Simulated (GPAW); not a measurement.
Input of a GPAW 26.7.0 run:

File run.py:

```python
from ase.dft.bandgap import bandgap
from ase.io import read, write
from ase.units import GPa
from gpaw import GPAW, PW

atoms = read('CdS.xyz')

calc = GPAW(mode=PW(500),
            xc='LDA',
            kpts={'size': (6, 6, 3), 'gamma': True},
            occupations={'name': 'fermi-dirac', 'width': 0.05},
            nbands=31,
            maxiter=120,
            txt='gpaw.txt')
atoms.calc = calc
energy = atoms.get_potential_energy()
forces = atoms.get_forces()
stress = atoms.get_stress()
calc.write('gs.gpw')
write('result.traj', atoms)
print(f'Energy: {energy:.6f} eV')
print('Forces (eV/A):')
print(forces.round(4))
print('Stress (GPa):', (stress / GPa).round(3))
print('Fermi level:', round(calc.get_fermi_level(), 4), 'eV')
print(f'Gap: {bandgap(calc)[0]:.4f} eV, direct: {bandgap(calc, direct=True)[0]:.4f} eV')
```

CdS.xyz

```xyz
4
Lattice="4.1500000000 0.0000000000 0.0000000000 -2.0750000000 3.5940054257 0.0000000000 0.0000000000 0.0000000000 6.7370000000" Properties=species:S:1:pos:R:3 pbc="T T T"
Cd     2.0750000002      1.1980018084      3.3685000000
Cd    -0.0000000002      2.3960036173      0.0000000000
S      2.0750000002      1.1980018084      5.8948750000
S     -0.0000000002      2.3960036173      2.5263750000
```

Potentials or basis: the program's PAW data sets (release 1.2.1) made for this functional, pw.

Launch:

```bash
$ OMP_NUM_THREADS=1 python run.py
```

Q: Predict the largest force.

A: 0.060 eV/Å.

Q: What does it give for the band gap on the k mesh?

A: 0.89 eV, direct.

Forces on the atoms (eV/Å):
```
Cd   0.000  0.000 -0.060
Cd   0.000  0.000 -0.060
S    0.000  0.000  0.059
S    0.000  0.000  0.060
```

Caveat: the cutoff is short for stress and forces, so pressures can be off by a GPa or more.

**Measured values to compare with.**

“Isotope dependence of band-gap energy”, 2008, arxiv:0807.2152 quotes, for a bulk crystal of CdS: band gap 2.5809 ± 0.0002 eV.

Against the measured gap of CdS, 2.5809 eV (quoted in “Isotope dependence of band-gap energy”, 2008, arxiv:0807.2152), the calculated 0.89 eV is off by -1.69 eV. So large a miss can be the level of theory's own, or it may mean another phase, state or a wrong row. Spin-orbit coupling on Cd is left out. The value is that of LDA, without temperature or zero-point motion. Semilocal functionals fall short of measured gaps as a rule.
